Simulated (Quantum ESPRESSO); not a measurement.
An input for Quantum ESPRESSO 7.5 (PbF2 (Fluorocronite)):

pw.in

```
&CONTROL
  calculation = 'scf'
  prefix = 'pwscf'
  outdir = './tmp'
  pseudo_dir = './pseudo'
  tprnfor = .true.
  tstress = .true.
  disk_io = 'nowf'
/
&SYSTEM
  ibrav = 0
  nat = 3
  ntyp = 5
  ecutwfc = 90
  nbnd = 26
  input_dft = 'r2scan'
  occupations = 'smearing'
  smearing = 'fd'
  degauss = 0.00367493
  vdw_corr = 'grimme-d3'
  dftd3_version = 4
/
&ELECTRONS
  conv_thr = 1d-08
  electron_maxstep = 80
  mixing_beta = 0.5
/
ATOMIC_SPECIES
Pb   207.2000 Pb.upf
F     18.9984 F.upf
CELL_PARAMETERS angstrom
   0.0000000000    2.9636600000    2.9636600000
   2.9636600000    0.0000000000    2.9636600000
   2.9636600000    2.9636600000    0.0000000000
ATOMIC_POSITIONS crystal
Pb     0.0054720000   -0.0014340000   -0.0038730000
F      0.7524760000    0.7466050000    0.7561630000
F      0.2483610000    0.2497860000    0.2508530000
K_POINTS automatic
4 4 4 0 0 0
```

Potentials or basis: PseudoDojo 0.4 SR PBE stringent.

Launch:

```bash
$ OMP_NUM_THREADS=1 pw.x -in pw.in > pw.out
```

Problem. What does the program do with it?

Solution. The run stopped without a result. It printed:

pw.out:

```text
This program is part of the open-source Quantum ESPRESSO suite
     for quantum simulation of materials; please cite
         "P. Giannozzi et al., J. Phys.:Condens. Matter 21 395502 (2009);
         "P. Giannozzi et al., J. Phys.:Condens. Matter 29 465901 (2017);
         "P. Giannozzi et al., J. Chem. Phys. 152 154105 (2020);
     in publications or presentations arising from this work. More details at

 %%%%%%%%%%%%%%%%%%%%%%%%%%%%%%%%%%%%%%%%%%%%%%%%%%%%%%%%%%%%%%%%%%%%%%%%%%%%%%
     Error in routine  card_atomic_species (5010):
     cannot read atomic specie from: CELL_PARAMETERS angstrom
 %%%%%%%%%%%%%%%%%%%%%%%%%%%%%%%%%%%%%%%%%%%%%%%%%%%%%%%%%%%%%%%%%%%%%%%%%%%%%%

     stopping ...
```
